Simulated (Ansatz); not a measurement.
# ZnSe: a line through a two-coordinate scan

One line of a two-coordinate grid on ZnSe (F-43m, No. 216; 2 atoms in the cell): volume per atom is varied, at c/a of the conventional cell = 0.941.

Computed with Ansatz 0.2.0 (DFT LDA, scalar-relativistic, plane waves, PAW, unless a step's input says otherwise).

16 further runs of the same task are left out: 16 set aside as unsound or not needed.

## Step 1: The starting structure

The structure is cubic, space group F-43m (No. 216). Conventional cell: a = 5.567 Å, b = 5.567 Å, c = 5.567 Å, α = 90.00°, β = 90.00°, γ = 90.00°. Zn (site symmetry -43m) has 4 Se at 2.41 Å as nearest neighbours. Se (site symmetry -43m) is surrounded by 4 Zn at 2.41 Å.

Structure file:

```
Zn Se
1.0
     0.00000    2.78361    2.78361
     2.78361    0.00000    2.78361
     2.78361    2.78361    0.00000
Zn Se
1 1
Direct
  0.00000 0.00000 0.00000
  0.75000 0.75000 0.75000
```

This cell was relaxed beforehand with the same method: volume 21.57 Å³/atom, gap on the mesh 1.25 eV.

## Step 2: Plan of the line

The energy is mapped over volume and the cell's shape.

First coordinate, volume per atom: 7 values from 18.98 to 24.16 Å³. Second coordinate, c/a of the conventional cell: 7 values from 0.834 to 1.200.

Nothing else is relaxed (symmetry fixes all fractional coordinates). Energies count from the relaxed crystal. Points are written as (first, second).

## Step 3: Point (19.84 Å³, 0.941)

Contents of input.yaml:

```yaml
crystal:
  lattice:
    - [0.0, 2.5999178541, 2.7626371843]
    - [2.7626371843, 0.0, 2.7626371843]
    - [2.7626371843, 2.5999178541, 0.0]
  atoms:
    - { symbol: Zn, position: [0.0, 0.0, 0.0] }
    - { symbol: Se, position: [0.75, 0.75, 0.75] }
basis:
  ecutwfc: 520.0
kpoints:
  mp_grid: { grid: [10, 10, 10] }
hamiltonian:
  xc: lda
  pseudopotentials: { kind: paw, azcp: { folder: soft_1 } }
scf:
  occupations: { method: gaussian, width: 0.05 }
output:
  forces: true
  stress: true
  eigenvalues: true
```

The run is started by

```console
> ansatz run input.yaml --threads 1 --pin off --max-ram 2048MiB --backend cpu --events-out ev --progress --plain --runs-dir out
```

Standard output, shortened:

```text
Warning: <dir> the record states the generating functional pbe (its physics header spells it `PBE`), which answers neither for hamiltonian.xc's functional nor for the lda family's — results may be inconsistent (PPs are generated against a specific XC)
[...]
Warning: RAYON_NUM_THREADS=1 ignored (pool sized by the plan → 1); use --threads N
[...]
Pseudopotentials: kind: paw
Pseudopotential: Zn, paw, valence charge 12, recommended cutoff 420 eV (normal), <dir>
Pseudopotential: Se, paw, valence charge 16, recommended cutoff 420 eV (normal), <dir>
Functional definition: SPW92
[...]
Crystal: 2 atoms, lattice volume = 39.686 Å³
Basis set: ecut = 520 eV, 1081 PW (Γ)
Bands: 18, of which v1, the nominal top of the filled ones, is band 14 counted from 1 (13 counted from 0)
Symmetry: 8 space group operations
Space group: I-4m2 (ITA 119), of the structure as read, at distance tolerance 3.4e-5 Å
k-points: 102 of 1000 (time reversal used)
[...]
SCF iter   1: F=—  HF=-8631.105941 eV  |F-HF|=—  |Δ(HF+E_count)|=         —  Δρ=6.10e-2  dr2=9.25e-1  ethr=3.10e-3  ⟨swp⟩=6.0  Hψ=10391  notcnv=0
[...]
SCF iter   8: F=-8630.782278 eV  HF=-8630.782278 eV  |F-HF|=1.65e-8  |Δ(HF+E_count)|=   1.28e-7  Δρ=9.95e-6  dr2=2.09e-8  ethr=3.57e-10  ⟨swp⟩=5.8  Hψ=8297  notcnv=0
[...]
SCF converged after 8 iterations
Free energy (F): -8630.782278 eV
[...]
E sigma→0 (E₀):  -8630.782278 eV
Fermi energy:    9.070058 eV
[...]
--- Forces (eV/Å), atoms counted from 1 ---
  atom   1  Zn    -0.00000000     0.00000000    -0.00000000
  atom   2  Se     0.00000000    -0.00000000     0.00000000
[...]
--- Stress (GPa, compression-positive) ---
        6.503644      -0.000000      -0.000000
       -0.000000       8.301720      -0.000000
       -0.000000      -0.000000       6.503644
  P = ⅓ Tr σ = 7.1030 GPa (71.030 kbar)
--- Band table (eV; the first three rows and the last of 102) ---
  k-point 0: bands = ["-39.1749", "-39.1673", "-39.1651", "-39.1651", "-39.1550", "-6.0969", "0.9481", "0.9481", "0.9763", "1.4355", "1.4599", "8.1238", "8.1238", "8.3451", "9.7950", "13.8737", "13.8833", "13.8833"]
[...]
```

Run time: 5 s. Hardware: 1 thread of Intel Xeon 6975P-C (Granite Rapids), shared host; peak memory 0.43 GiB.

On the map this point reads 41 meV/atom.

## Step 4: Grid point (20.71 Å³, 0.941)

input.yaml, as its differences from that of step 3:

```diff
@@ -2,5 +2,5 @@
   lattice:
-    - [0.0, 2.5999178541, 2.7626371843]
-    - [2.7626371843, 0.0, 2.7626371843]
-    - [2.7626371843, 2.5999178541, 0.0]
+    - [0.0, 2.6370756311, 2.8021205304]
+    - [2.8021205304, 0.0, 2.8021205304]
+    - [2.8021205304, 2.6370756311, 0.0]
   atoms:
```

The run is started by

```console
> ansatz run input.yaml --threads 1 --pin off --max-ram 2048MiB --backend cpu --events-out ev --progress --plain --runs-dir out
```

Standard output, shortened:

```text
Warning: <dir> the record states the generating functional pbe (its physics header spells it `PBE`), which answers neither for hamiltonian.xc's functional nor for the lda family's — results may be inconsistent (PPs are generated against a specific XC)
[...]
Warning: RAYON_NUM_THREADS=1 ignored (pool sized by the plan → 1); use --threads N
[...]
[... 4 set-up lines as earlier in the session ...]
[...]
Crystal: 2 atoms, lattice volume = 41.412 Å³
Basis set: ecut = 520 eV, 1129 PW (Γ)
Bands: 18, of which v1, the nominal top of the filled ones, is band 14 counted from 1 (13 counted from 0)
[... 1 set-up line as earlier in the session ...]
Space group: I-4m2 (ITA 119), of the structure as read, at distance tolerance 3.5e-5 Å
k-points: 102 of 1000 (time reversal used)
[...]
SCF iter   1: F=—  HF=-8631.172186 eV  |F-HF|=—  |Δ(HF+E_count)|=         —  Δρ=6.06e-2  dr2=9.60e-1  ethr=3.10e-3  ⟨swp⟩=6.0  Hψ=10357  notcnv=0
[...]
SCF iter   8: F=-8630.836466 eV  HF=-8630.836466 eV  |F-HF|=2.44e-8  |Δ(HF+E_count)|=   1.96e-7  Δρ=1.14e-5  dr2=2.88e-8  ethr=3.57e-10  ⟨swp⟩=6.0  Hψ=8753  notcnv=0
[...]
SCF converged after 8 iterations
Free energy (F): -8630.836466 eV
[...]
E sigma→0 (E₀):  -8630.836466 eV
Fermi energy:    8.324054 eV
[...]
--- Forces (eV/Å), atoms counted from 1 ---
  atom   1  Zn    -0.00000000    -0.00000000    -0.00000000
  atom   2  Se     0.00000000     0.00000000     0.00000000
[...]
--- Stress (GPa, compression-positive) ---
        2.451829       0.000000       0.000000
       -0.000000       4.413705       0.000000
        0.000000      -0.000000       2.451829
  P = ⅓ Tr σ = 3.1058 GPa (31.058 kbar)
--- Band table (eV; the first three rows and the last of 102) ---
  k-point 0: bands = ["-39.7168", "-39.7103", "-39.7072", "-39.7072", "-39.6983", "-6.4208", "0.5030", "0.5030", "0.5298", "0.9478", "0.9679", "7.4754", "7.4754", "7.6901", "8.9580", "13.2441", "13.2613", "13.2613"]
[...]
```

Wall time 7.3 s (1 thread of Intel Xeon 6975P-C (Granite Rapids), shared host); peak memory 0.46 GiB.

Energy on the map's scale: 14 meV/atom.

## Step 5: The run at (21.57 Å³, 0.941)

input.yaml, as its differences from that of step 4:

```diff
@@ -2,5 +2,5 @@
   lattice:
-    - [0.0, 2.6370756311, 2.8021205304]
-    - [2.8021205304, 0.0, 2.8021205304]
-    - [2.8021205304, 2.6370756311, 0.0]
+    - [0.0, 2.6732045034, 2.8405105763]
+    - [2.8405105763, 0.0, 2.8405105763]
+    - [2.8405105763, 2.6732045034, 0.0]
   atoms:
```

The run is started by

```console
> ansatz run input.yaml --threads 1 --pin off --max-ram 2048MiB --backend cpu --events-out ev --progress --plain --runs-dir out
```

Standard output, shortened:

```text
Warning: <dir> the record states the generating functional pbe (its physics header spells it `PBE`), which answers neither for hamiltonian.xc's functional nor for the lda family's — results may be inconsistent (PPs are generated against a specific XC)
[...]
Warning: RAYON_NUM_THREADS=1 ignored (pool sized by the plan → 1); use --threads N
[...]
[... 4 set-up lines as earlier in the session ...]
[...]
Crystal: 2 atoms, lattice volume = 43.138 Å³
Basis set: ecut = 520 eV, 1169 PW (Γ)
Bands: 18, of which v1, the nominal top of the filled ones, is band 14 counted from 1 (13 counted from 0)
[... 2 set-up lines as earlier in the session ...]
k-points: 102 of 1000 (time reversal used)
[...]
SCF iter   1: F=—  HF=-8631.199274 eV  |F-HF|=—  |Δ(HF+E_count)|=         —  Δρ=6.03e-2  dr2=9.94e-1  ethr=3.10e-3  ⟨swp⟩=6.0  Hψ=10321  notcnv=0
[...]
SCF iter   8: F=-8630.852070 eV  HF=-8630.852070 eV  |F-HF|=2.49e-8  |Δ(HF+E_count)|=   2.20e-7  Δρ=1.15e-5  dr2=2.95e-8  ethr=3.57e-10  ⟨swp⟩=3.0  Hψ=8092  notcnv=0
[...]
SCF converged after 8 iterations
Free energy (F): -8630.852070 eV
[...]
E sigma→0 (E₀):  -8630.852070 eV
Fermi energy:    7.639845 eV
[...]
--- Forces (eV/Å), atoms counted from 1 ---
  atom   1  Zn    -0.00000000    -0.00000000     0.00000000
  atom   2  Se     0.00000000     0.00000000     0.00000000
[...]
--- Stress (GPa, compression-positive) ---
       -0.782522      -0.000000       0.000000
       -0.000000       1.294683      -0.000000
        0.000000      -0.000000      -0.782522
  P = ⅓ Tr σ = -0.0901 GPa (-0.901 kbar)
--- Band table (eV; the first three rows and the last of 102) ---
  k-point 0: bands = ["-40.2169", "-40.2112", "-40.2075", "-40.2075", "-40.1995", "-6.7225", "0.0856", "0.0856", "0.1110", "0.4916", "0.5079", "6.8821", "6.8821", "7.0904", "8.1893", "12.6631", "12.6868", "12.6868"]
[...]
```

Wall time 5.3 s (1 thread of Intel Xeon 6975P-C (Granite Rapids), shared host); peak memory 0.42 GiB.

Energy on the map's scale: 6 meV/atom.

## Step 6: The run at (22.43 Å³, 0.941)

input.yaml, as its differences from that of step 5:

```diff
@@ -2,5 +2,5 @@
   lattice:
-    - [0.0, 2.6732045034, 2.8405105763]
-    - [2.8405105763, 0.0, 2.8405105763]
-    - [2.8405105763, 2.6732045034, 0.0]
+    - [0.0, 2.7084023443, 2.8779113211]
+    - [2.8779113211, 0.0, 2.8779113211]
+    - [2.8779113211, 2.7084023443, 0.0]
   atoms:
```

The run is started by

```console
> ansatz run input.yaml --threads 1 --pin off --max-ram 2048MiB --backend cpu --events-out ev --progress --plain --runs-dir out
```

Standard output, shortened:

```text
Warning: <dir> the record states the generating functional pbe (its physics header spells it `PBE`), which answers neither for hamiltonian.xc's functional nor for the lda family's — results may be inconsistent (PPs are generated against a specific XC)
[...]
Warning: RAYON_NUM_THREADS=1 ignored (pool sized by the plan → 1); use --threads N
[...]
[... 4 set-up lines as earlier in the session ...]
[...]
Crystal: 2 atoms, lattice volume = 44.864 Å³
Basis set: ecut = 520 eV, 1211 PW (Γ)
Bands: 18, of which v1, the nominal top of the filled ones, is band 14 counted from 1 (13 counted from 0)
[... 1 set-up line as earlier in the session ...]
Space group: I-4m2 (ITA 119), of the structure as read, at distance tolerance 3.6e-5 Å
k-points: 102 of 1000 (time reversal used)
[...]
SCF iter   1: F=—  HF=-8631.194931 eV  |F-HF|=—  |Δ(HF+E_count)|=         —  Δρ=5.99e-2  dr2=1.03e0  ethr=3.10e-3  ⟨swp⟩=6.0  Hψ=10262  notcnv=0
[...]
SCF iter   8: F=-8630.836797 eV  HF=-8630.836797 eV  |F-HF|=2.36e-8  |Δ(HF+E_count)|=   2.44e-7  Δρ=1.12e-5  dr2=2.91e-8  ethr=3.57e-10  ⟨swp⟩=3.4  Hψ=9055  notcnv=0
[...]
SCF converged after 8 iterations
Free energy (F): -8630.836797 eV
[...]
E sigma→0 (E₀):  -8630.836797 eV
Fermi energy:    7.010018 eV
[...]
--- Forces (eV/Å), atoms counted from 1 ---
  atom   1  Zn    -0.00000000     0.00000000     0.00000000
  atom   2  Se     0.00000000     0.00000000    -0.00000000
[...]
--- Stress (GPa, compression-positive) ---
       -3.368393      -0.000000       0.000000
        0.000000      -1.213318       0.000000
        0.000000       0.000000      -3.368393
  P = ⅓ Tr σ = -2.6500 GPa (-26.500 kbar)
--- Band table (eV; the first three rows and the last of 102) ---
  k-point 0: bands = ["-40.6801", "-40.6752", "-40.6710", "-40.6710", "-40.6637", "-7.0048", "-0.3074", "-0.3074", "-0.2833", "0.0632", "0.0762", "6.3371", "6.3371", "6.5392", "7.4808", "12.1245", "12.1540", "12.1540"]
[...]
```

Run time: 6.4 s. Hardware: 1 thread of Intel Xeon 6975P-C (Granite Rapids), shared host; peak memory 0.46 GiB.

That is 14 meV/atom from the zero.

## Step 7: Grid point (24.16 Å³, 0.941)

input.yaml, as its differences from that of step 6:

```diff
@@ -2,5 +2,5 @@
   lattice:
-    - [0.0, 2.7084023443, 2.8779113211]
-    - [2.8779113211, 0.0, 2.8779113211]
-    - [2.8779113211, 2.7084023443, 0.0]
+    - [0.0, 2.7761196621, 2.9498668176]
+    - [2.9498668176, 0.0, 2.9498668176]
+    - [2.9498668176, 2.7761196621, 0.0]
   atoms:
```

The run is started by

```console
> ansatz run input.yaml --threads 1 --pin off --max-ram 2048MiB --backend cpu --events-out ev --progress --plain --runs-dir out
```

Standard output, shortened:

```text
Warning: <dir> the record states the generating functional pbe (its physics header spells it `PBE`), which answers neither for hamiltonian.xc's functional nor for the lda family's — results may be inconsistent (PPs are generated against a specific XC)
[...]
Warning: RAYON_NUM_THREADS=1 ignored (pool sized by the plan → 1); use --threads N
[...]
[... 4 set-up lines as earlier in the session ...]
[...]
Crystal: 2 atoms, lattice volume = 48.314 Å³
Basis set: ecut = 520 eV, 1299 PW (Γ)
Bands: 18, of which v1, the nominal top of the filled ones, is band 14 counted from 1 (13 counted from 0)
[... 2 set-up lines as earlier in the session ...]
k-points: 102 of 1000 (time reversal used)
[...]
SCF iter   1: F=—  HF=-8631.115562 eV  |F-HF|=—  |Δ(HF+E_count)|=         —  Δρ=5.90e-2  dr2=1.09e0  ethr=3.10e-3  ⟨swp⟩=6.0  Hψ=10175  notcnv=0
[...]
SCF iter   8: F=-8630.737138 eV  HF=-8630.737138 eV  |F-HF|=7.65e-8  |Δ(HF+E_count)|=   4.37e-7  Δρ=1.76e-5  dr2=8.05e-8  ethr=3.57e-10  ⟨swp⟩=3.0  Hψ=8332  notcnv=0
[...]
SCF converged after 8 iterations
Free energy (F): -8630.737138 eV
[...]
E sigma→0 (E₀):  -8630.737138 eV
Fermi energy:    5.892912 eV
[...]
--- Forces (eV/Å), atoms counted from 1 ---
  atom   1  Zn    -0.00000000    -0.00000000     0.00000000
  atom   2  Se     0.00000000     0.00000000    -0.00000000
[...]
--- Stress (GPa, compression-positive) ---
       -7.075244      -0.000000       0.000000
       -0.000000      -4.845584      -0.000000
        0.000000      -0.000000      -7.075244
  P = ⅓ Tr σ = -6.3320 GPa (-63.320 kbar)
--- Band table (eV; the first three rows and the last of 102) ---
  k-point 0: bands = ["-41.5102", "-41.5066", "-41.5014", "-41.5014", "-41.4954", "-7.5185", "-1.0278", "-1.0278", "-1.0059", "-0.7185", "-0.7108", "5.3726", "5.3726", "5.5631", "6.2228", "11.1586", "11.1977", "11.1977"]
[...]
```

Wall time 9.8 s (1 thread of Intel Xeon 6975P-C (Granite Rapids), shared host); peak memory 0.45 GiB.

On the map this point reads 63 meV/atom.

## Step 8: Results

```
volume per atom (Å³)  step  energy (meV/atom)  slope (meV/atom per Å³)  pressure (GPa)  band gap on the k-mesh (eV)
               18.98     –                 92                      −76            12.1                         1.65
               19.84     3                 41                      −44             7.1                         1.45
               20.71     4                 14                      −19             3.1                         1.27
               21.57     5                  6                        1            −0.1                         1.10
               22.43     6                 14                       17            −2.6                         0.94
               23.29     –                 33                       29            −4.7                         0.80
               24.16     7                 63                       40            −6.3                         0.66
```

Energies count from the relaxed crystal. Rows without a step come from runs not printed here or follow by symmetry. Slopes come from the forces (and the stress, where the cell changes), not from differences of energies.

**Reading.** Along the line the energy is lowest at 21.57 Å³, 6 meV/atom from the zero. Energies and slopes round the minimum, fitted together, put the minimum at 21.543 Å³, with a curvature of about 21 meV/atom per (Å³)². V·d²E/dV² there is about 72 GPa, a bulk modulus under this line's constraint. The well is lopsided: two grid steps out, the energy rises by 35 meV/atom towards smaller values and 28 meV/atom towards larger ones. The highest point computed, at 18.98 Å³, lies 86 meV/atom above the lowest. This is one cut through a surface in two coordinates; the map's lowest point lies off it.

The gaps are Kohn-Sham values of a semilocal functional, not quasiparticle or optical gaps. Such gaps usually fall short of the measured ones.
